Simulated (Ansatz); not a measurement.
**Run on Gd (Fm-3m) — parallel moments on spinors**

Theory: Ansatz, DFT, PBE, all-electron LAPW, scalar-relativistic.

Command: `ansatz run input.yaml --threads 2 --pin off --max-ram 6144MiB --backend cpu --events-out ev --progress --plain --runs-dir out`

```yaml
crystal:
  lattice:
    - [0.0, 2.5858190855, 2.5858190855]
    - [-2.5858190855, 2.5858190855, 0.0]
    - [-5.171638171, -5.171638171, 5.171638171]
  atoms:
    - { symbol: Gd, position: [0.0, 0.0, 0.0], spin: 7.3, spin_axis: [0.0, 0.0, 1.0] }
    - { symbol: Gd, position: [0.3333333333, 0.3333333333, 0.3333333333], spin: 7.3, spin_axis: [0.0, 0.0, 1.0] }
    - { symbol: Gd, position: [0.6666666667, 0.6666666667, 0.6666666667], spin: 7.3, spin_axis: [0.0, 0.0, 1.0] }
magnetization:
  noncollinear: true
kpoints:
  mp_grid: { grid: [10, 10, 4] }
scf:
  occupations: { method: fermi_dirac, width: 0.05 }
hamiltonian:
  xc: pbe
  pseudopotentials: { kind: all_electron, lapw: { basis_error: 0.001 } }
output:
  eigenvalues: false
```

The program prints:

```
settings of this run that can trade accuracy for cost: output.eigenvalues: false. Do not mix this run's numbers with those of runs without the same settings; the input reference describes each key
LAPW: plane waves up to 6.212 Å⁻¹, error target 1.0e-3 eV per atom; small_component_spin mean_spin; Gd in spheres of 1.828 Å, 28 of its electrons in bands, Dirac shells [] (how accurate: hamiltonian.pseudopotentials.lapw.basis_error, Limitations)
band count auto-derived: 120 (N_el = 84.0; filled up to band 84; 102 by the electrons, moments and atoms)
Engine: ansatz 0.2.0
Pseudopotentials: kind: all_electron
Pseudopotential: Gd, LAPW, valence charge 28, lapw/all_electron/scalar/gaussian/Gd, Koelling and Harmon's equation, gaussian nucleus
Functional definition: PBE
  parameter kappa = 0.804
  parameter beta = 0.06672455060314922
  exchange = pbe_x(kappa = kappa, mu = beta*pi^2/3)
  correlation = pbe_c(beta = beta)
this run first makes a single point of its starting geometry on two collinear spin channels, or without spin where it has no moments, for its own SCFs to start from. `scf.lower_state_search: off` leaves that single point out
Crystal: 3 atoms, lattice volume = 103.740 Å³
Basis set: ecut = 147.0399012909839 eV, 425 PW (Γ), exchange–correlation at level 2
Bands: 64, of which v1, the nominal top of the filled ones, is band 42 counted from 1 (41 counted from 0)
Symmetry: 36 space group operations
Space group: Fm-3m (ITA 225), of the structure as read, at distance tolerance 4.7e-5 Å
Magnetic group: BNS 225.116 (UNI 1618), of the structure as read, at distance tolerance 4.7e-5 Å
k-points: 50 of 400
Non-local potential: Gd, projectors of the file, none
Initial density: superposition of atomic densities (chi_scale 0.1, normalization cell)
Starting moments: Σ|m| = 21.9 μB on 3 of 3 sites
Initial wavefunctions: plane waves of lowest kinetic energy (no species holds an atomic orbital)
Functional: x = pbe(κ = 0.804, μ = 0.2195149727645171), c = pbe(β = 0.06672455060314922)
iter 1 solved again at ethr=4.30e-5 eV; its pass at ethr=1.00e-1 eV (dr2=3.61e-2 eV) is discarded
SCF iter   1: F=—  HF=-920079.397041 eV  |F-HF|=—  |Δ(HF+E_count)|=         —  Δρ=3.88e-3 (↑3.88e-3 ↓3.64e-3)  dr2=3.64e-2  dr2_m=5.95e-3  M=22.399 μB ∫|m|=22.400 μB  β_m=0.30  ethr=4.30e-5  ⟨swp⟩=3.0  Hψ=41033  notcnv=0
[...]
SCF 1 converged in 13 iterations: F = -920079.709797 eV  dr2 = 1.63e-10
this run first made a single point of its starting geometry. This run's own SCFs start from that state's density, with starting moments (7.39, 7.39, 7.39 Bohr magnetons, atom by atom). Of at least 1 other set(s) of starting moments it isn't known whether they lead lower.
Bands: 120, of which v1, the nominal top of the filled ones, is band 84 counted from 1 (83 counted from 0)
Symmetry: 36 space group operations + 36 with time reversal
Moments: of one size on atoms that these operations exchange, one fixing the others by the rotation that the starting moments gave each, and all in one plane where the starting moments lie in one or along one axis (crystal.symmetry.detect: false holds none)
Initial density: read from a saved state, or passed on in memory by an earlier SCF of this step, an earlier step, the calling program or the single point that the run made first
Stability of the state it starts from, as read at its close in the collinear treatment: not read negative (Ritz values of 1 − χ₀K, real part plus size of imaginary part, from 0.12 to 0.50, by its mixing steps under the symmetry group of the SCF that read it); its run was given moments
Starting moments: Σ|m| = 21.9 μB on 3 of 3 sites; this step starts from the density that it was given
[...]
the basis was enlarged: its passes take 4.4 MiB over the memory plan, 2 of 2 planned eigensolver slots
[...]
SCF iter   9: F=—  HF=-920079.709791 eV  |F-HF|=—  |Δ(HF+E_count)|=   1.62e-6  Δρ=1.16e-6  dr2=1.24e-10  dr2_m=3.21e-10  ethr=1.06e-11 (applied; sched 1.00e-12)  |M|=2.25e1 ∫|m|=2.25e1 μB  β_m=0.67  ⟨swp⟩=2.0  Hψ=18298  notcnv=0
SCF iter  10: F=—  HF=-920079.709791 eV  |F-HF|=—  |Δ(HF+E_count)|=   6.17e-7  Δρ=2.99e-6  dr2=9.35e-10  dr2_m=2.13e-9  ethr=1.06e-11 (applied; sched 1.00e-12)  |M|=2.25e1 ∫|m|=2.25e1 μB  β_m=0.86  ⟨swp⟩=2.0  Hψ=18298  notcnv=0
SCF iter  11: F=-920079.709791 eV  HF=-920079.709791 eV  |F-HF|=4.47e-8  |Δ(HF+E_count)|=   6.05e-9  Δρ=2.25e-6  dr2=5.33e-10  dr2_m=1.20e-9  ethr=1.06e-11 (applied; sched 1.00e-12)  |M|=2.25e1 ∫|m|=2.25e1 μB  ⟨swp⟩=2.0  Hψ=18296  notcnv=0
SCF 2 converged in 11 iterations: F = -920079.709791 eV  dr2 = 5.33e-10
WARN: this state was not checked for a lower one beside it: the run's test of it (scf.lower_state_search) could not run behind this SCF: none is made under non-collinear spin (noncollinear)
SCF converged after 11 iterations
Magnetization: |M| = 22.5457 μB,  M = (-0.0000, +0.0000, +22.5457) μB
Absolute magnetization: 22.5457 μB (∫|m|)
Moment direction: held on its axis by an average over the rotations of spin about it
  site 0: m = (-0.0000, -0.0000, +7.3863) μB, |m| = 7.3863 μB  (R = 1.83 Å)
  site 1: m = (-0.0000, -0.0000, +7.3863) μB, |m| = 7.3863 μB  (R = 1.83 Å)
  site 2: m = (-0.0000, -0.0000, +7.3863) μB, |m| = 7.3863 μB  (R = 1.83 Å)
Free energy (F): -920079.709791 eV
Harris-Foulkes:  -920079.709791 eV  (|F-HF|=4.47e-8)
Internal energy: -920079.640461 eV  (E = F + TS)
E sigma→0 (E₀):  -920079.675126 eV
Entropy (-TS):   -0.069330 eV (-23.110 meV/atom)
Fermi energy:    13.599390 eV
--- Per-component energies (eV) ---
  E_band       = -3836.349973
  E_kinetic    = 1000115.977129
  E_xc         = -20413.629414
  E_electrostatic = -1899781.988176  (all electrons and nuclei)
  E_smearing   = -0.069330  (= −TS)
  E_closure    = 0.000000  (closes the sum)
  E_atoms      = -920037.536440  (free atoms, spherical and without spin; not in F)
  Σ components = -920079.709791   (vs F -920079.709791, Δ=0.00e0)
  Basis errors (estimates in eV, not in F): energy 2.0e-4 per atom: plane waves 1.6e-4 (8.4e-5 summed), levels above the bands 1.9e-24, relativity 2.3e-8, radial functions 4.3e-5, core shells 1.6e-7; eigenvalues (radial functions only) 9.2e-7; not estimated: angular momenta, meshes, grids; target (lapw.basis_error) 1.0e-3; muffin-tin radii Gd 1.828 Å
settings of this run that can trade accuracy for cost: output.eigenvalues: false. Do not mix this run's numbers with those of runs without the same settings; the input reference describes each key
```

Site moments (μB): Gd1 (0.00, 0.00, 7.39); Gd2 (0.00, 0.00, 7.39); Gd3 (0.00, 0.00, 7.39). Cell moment 22.55 μB.

The magnetic group in the log treats spin as a scalar label, without spin–orbit coupling.

Without U a semilocal functional puts the f levels too near the Fermi level, which can change moments and the order of magnetic states; site and cell moments are spin moments. Spin–orbit coupling is left out although heavy atoms are present. In at least one run the program's final test of stability wasn't made or came to no verdict. With open f shells a run can end in a state that isn't the lowest. These are results for the start and cell typed. The real compound can order otherwise, in a larger cell, or not at all, since semilocal functionals at zero temperature often overstate magnetism.

It took 7.3 min on 2 threads of AMD EPYC 7R43 64-Core Processor (Zen 3), with other jobs on the host, peak memory 1.9 GiB.
